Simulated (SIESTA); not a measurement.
Crystal: C.

```
C
1.0
     2.52210    0.00000    0.00000
    -1.26105    2.18420    0.00000
     0.00000    0.00000   12.35570
C
12
Direct
  0.66667 0.33333 0.35417
  0.33333 0.66667 0.85417
  0.66667 0.33333 0.14583
  0.33333 0.66667 0.64583
  0.66667 0.33333 0.47917
  0.33333 0.66667 0.97917
  0.66667 0.33333 0.02083
  0.33333 0.66667 0.52083
  0.00000 0.00000 0.81250
  0.00000 0.00000 0.31250
  0.00000 0.00000 0.68750
  0.00000 0.00000 0.18750
```

This is a hexagonal form of diamond, not graphite.

Base run:

```yaml
Program: SIESTA 5.4.2
Functional: AM05
Potentials_or_basis: PseudoDojo 0.4 standard (PBEsol files)
Basis: DZP (energy shift 0.002 Ry)
Grid_cutoff: 500 Ry
Energy_shift: 0.002 Ry
k_mesh: 12 × 12 × 3
Occupations: fermi-dirac, width 0.05 eV
Spin: no spin polarisation
```

Its results: band gap on the k mesh 4.40 eV, indirect (least direct gap 5.32 eV); pressure 3.5 GPa; largest force 0.347 eV/Å.

The run is repeated on the same cell with these changes: functional from AM05 to LDA; potentials or basis from PseudoDojo 0.4 standard (PBEsol files) to PseudoDojo 0.4 standard (LDA files). What comes out?

Band gap on the k mesh 4.50 eV, indirect (least direct gap 5.34 eV); pressure -3.1 GPa; largest force 0.348 eV/Å.

Caveats: the basis of atomic orbitals isn't converged, which shifts pressures, moduli and gaps; the potentials were made for another functional, which shifts forces and pressure (some runs).
